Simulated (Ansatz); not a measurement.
# Band structure of Rh

```
Rh
1.0
     0.00000    1.90155    1.90155
     1.90155    0.00000    1.90155
     1.90155    1.90155    0.00000
Rh
1
Direct
  0.00000 0.00000 0.00000
```

The geometry is COD entry 9008482, unchecked; take it as a test cell.

Level of theory: DFT, PBE, all-electron LAPW, scalar-relativistic (Ansatz 0.2.0).

Sampling and basis: a Γ-centred 16×16×16 k mesh, Fermi–Dirac smearing of 0.08 eV, basis error target 1 meV/atom, no spin polarisation.

Points in fractions of the reciprocal vectors of this cell: Γ (0, 0, 0), X (0.5, 0, 0.5), U (0.625, 0.25, 0.625), K (0.375, 0.375, 0.75), L (0.5, 0.5, 0.5), W (0.5, 0.25, 0.75). The path joins them by straight lines in the order Γ–X–U–K–Γ–L–W–X; legs that retrace an earlier one aren't tabulated. Energies are in eV from the Fermi level.

(1) Metal or insulator at this level of theory?

(2) Tabulate bands 11 to 16, counted from the lowest band of the run, along the path.

Answers

(1) No gap opens: metallic or semimetallic.

(2) 
```tsv
k (1/Å)	point	band 11	band 12	band 13	band 14	band 15	band 16
0.00	Γ	-3.07	-3.07	-3.07	-0.98	-0.98	15.79
0.41		-3.59	-2.64	-2.64	-1.52	-0.78	16.96
0.83		-4.68	-1.92	-1.45	-1.45	-0.26	18.24
1.24		-5.60	0.13	0.13	0.30	0.75	15.00
1.65	X	-5.94	0.55	1.00	1.00	3.26	12.27
1.80		-5.87	0.44	0.50	0.96	3.86	12.16
1.94		-5.64	-0.39	0.16	0.84	5.04	11.44
2.09		-5.25	-1.27	-0.24	0.64	6.41	10.09
2.24	U	-4.76	-2.06	-0.68	0.38	7.87	8.60
2.49		-4.45	-2.80	-1.05	0.48	8.02	8.61
2.74		-4.17	-3.51	-1.26	0.59	7.96	8.75
3.00		-4.45	-2.80	-1.05	0.48	8.02	8.61
3.25	K	-4.76	-2.06	-0.68	0.38	7.87	8.60
3.69		-3.64	-3.63	-1.73	-0.68	4.35	12.53
4.12		-3.99	-2.92	-1.90	-1.86	0.86	15.22
4.56		-3.48	-2.75	-2.71	-1.37	-0.85	16.96
5.00	Γ	-3.07	-3.07	-3.07	-0.98	-0.98	15.79
5.36		-3.30	-2.86	-2.86	-1.08	-1.08	16.60
5.72		-3.20	-2.71	-2.71	-0.82	-0.82	15.04
6.07		-2.99	-2.99	-1.10	0.08	0.08	11.08
6.43	L	-3.15	-3.15	0.58	0.58	0.73	8.65
6.72		-3.45	-2.84	-1.25	0.52	2.93	8.56
7.02		-4.14	-2.65	-2.00	0.39	5.43	8.44
7.31		-4.17	-3.51	-1.26	0.59	7.96	8.75
7.60	W	-3.80	-3.80	-1.20	1.00	9.62	9.62
7.81		-4.72	-2.65	-0.87	1.00	7.87	11.16
8.01		-5.39	-1.33	-0.22	1.00	6.03	11.71
8.22		-5.80	0.08	0.34	1.00	4.29	12.10
8.43	X	-5.94	0.55	1.00	1.00	3.26	12.27
```
